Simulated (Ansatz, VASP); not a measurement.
Two plane-wave programs on Ge

```
Ge
1.0
    -1.70526    1.70526    1.70526
     1.70526   -1.70526    1.70526
     1.70526    1.70526   -1.70526
Ge
1
Direct
  0.00000 0.00000 0.00000
```

Alike in both runs: task single point; functional RPBE; k mesh 15 × 15 × 15; occupations fermi-dirac, width 0.1 eV; no spin polarisation.

```csv
,VASP,Ansatz
version,VASP 6.6.1,Ansatz 0.2.0
potentials or method,"VASP PAW PBE potentials, release 64 (Ge_d)","plane waves (420 eV) with PAW, scalar-relativistic"
plane-wave cutoff (eV),520,420
valence electrons in the cell,14,14
```

VASP gave:

- pressure (GPa): -0.5

Problem. Which values does Ansatz return?

Solution. Pressure (GPa): -0.4.

With one functional, cell and mesh, what is left measures potentials, basis and numerics.

Caveats: the PAW data sets were made with another functional, which shifts forces and pressure a little (VASP).
